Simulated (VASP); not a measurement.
Wanted: an ASE script for a VASP 6.6.1 run.

```yaml
Task: equation of state
Functional: SCAN
Dispersion: rVV10
Potentials_or_basis: VASP PAW PBE potentials, release 64 (Al)
Cutoff: 520 eV
k_mesh: 12 × 12 × 12
Occupations: methfessel-paxton, width 0.1 eV
Spin: collinear spin, ferromagnetic start
Starting_moments: "[0.5] μB"
Further_INCAR_settings: ALGO = Normal; EDIFF = 1.00e-06
```

The system is Al.

```
Al
1.0
    -1.59122    1.59122    1.59122
     1.59122   -1.59122    1.59122
     1.59122    1.59122   -1.59122
Al
1
Direct
  0.00000 0.00000 0.00000
```

This isn't the form of Al at room conditions, which is fcc.

These files were run (other wordings do the same):

run.py

```python
from ase import Atoms
from ase.calculators.vasp import Vasp
from ase.eos import EquationOfState
from ase.io import Trajectory
from ase.units import GPa

atoms = Atoms(
    ['Al'],
    cell=[[-1.59121869, 1.59121869, 1.59121869], [1.59121869, -1.59121869, 1.59121869], [1.59121869, 1.59121869, -1.59121869]],
    scaled_positions=[[0.0, 0.0, 0.0]],
    pbc=True,
)
atoms.set_initial_magnetic_moments([0.5])
calc = Vasp(
    directory='calc',
    xc='scan+rvv10',
    pp='PBE',
    setups='materialsproject',
    prec='Accurate',
    encut=520,
    ediff=1e-06,
    ismear=1,
    sigma=0.1,
    lreal=False,
    lasph=True,
    nelm=100,
    algo='Normal',
    isif=2,
    lwave=False,
    lcharg=False,
    ispin=2,
    lorbit=11,
    lmixtau=True,
    kpts=[12, 12, 12],
    gamma=True,
)
atoms.calc = calc
cell = atoms.cell.copy()
volumes, energies = [], []
traj = Trajectory('eos.traj', 'w')
for x in [0.94, 0.96, 0.98, 1.0, 1.02, 1.04, 1.06]:
    atoms.set_cell(cell * x ** (1 / 3), scale_atoms=True)
    volumes.append(atoms.get_volume())
    energies.append(atoms.get_potential_energy())
    traj.write(atoms)
    print(f'{x:5.2f} {volumes[-1]:12.5f} {energies[-1]:14.6f}')

v0, e0, B = EquationOfState(volumes, energies, eos='birchmurnaghan').fit()
print(f'V0 = {v0:.4f} A^3, E0 = {e0:.6f} eV, B = {B / GPa:.2f} GPa')
```

Potentials or basis: VASP PAW PBE potentials, release 64 (Al).

Command:

```console
$ python run.py
```

It gave:

```yaml
Equilibrium_volume: 16.68 Å³/atom
Bulk_modulus: 82 GPa
Pressure_derivative_of_the_bulk_modulus: "3.0 (rough: it moves with the points fitted)"
```

Caveat: the PAW data sets were made with another functional, which shifts forces and pressure a little.

It took 12 min on 1 thread of Intel(R) Xeon(R) Platinum 8488C (Sapphire Rapids) (shared host), peak memory 0.21 GiB.
